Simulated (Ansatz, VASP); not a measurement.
## GaN: VASP beside Ansatz

```
Ga N
1.0
     3.18258    0.00000    0.00000
    -1.59129    2.75619    0.00000
     0.00000    0.00000    5.18543
Ga N
2 2
Direct
  0.33333 0.66667 0.99919
  0.66667 0.33333 0.49919
  0.33333 0.66667 0.37581
  0.66667 0.33333 0.87581
```

Alike in both runs: functional PBEsol; k mesh 12 × 12 × 6; occupations gaussian, width 0.02 eV; no spin polarisation.

Ansatz relaxed the structure, and its values are those at the end. VASP's run is a single point on that final structure, the one shown.

|  | VASP | Ansatz |
| --- | --- | --- |
| version | VASP 6.6.1 | Ansatz 0.2.0 |
| potentials or method | VASP PAW PBE potentials, release 64 (Ga_d, N) | scalar-relativistic, plane waves, PAW |
| plane-wave cutoff (eV) | 520 | 420 |
| valence electrons in the cell | 36 | 36 |

VASP gave:

```
gap on the k mesh at the Fermi level (eV) : 1.89
least direct gap on the mesh (eV)         : 1.89
pressure (GPa)                            : -0.2
```

Which values does Ansatz return?

gap on the k mesh at the Fermi level (eV): 1.88; least direct gap on the mesh (eV): 1.88; pressure (GPa): 0.0.

Caveats: the PAW data sets were made with another functional, which shifts forces and pressure a little (VASP). PBEsol gaps usually lie below the measured ones, often by a third to a half.
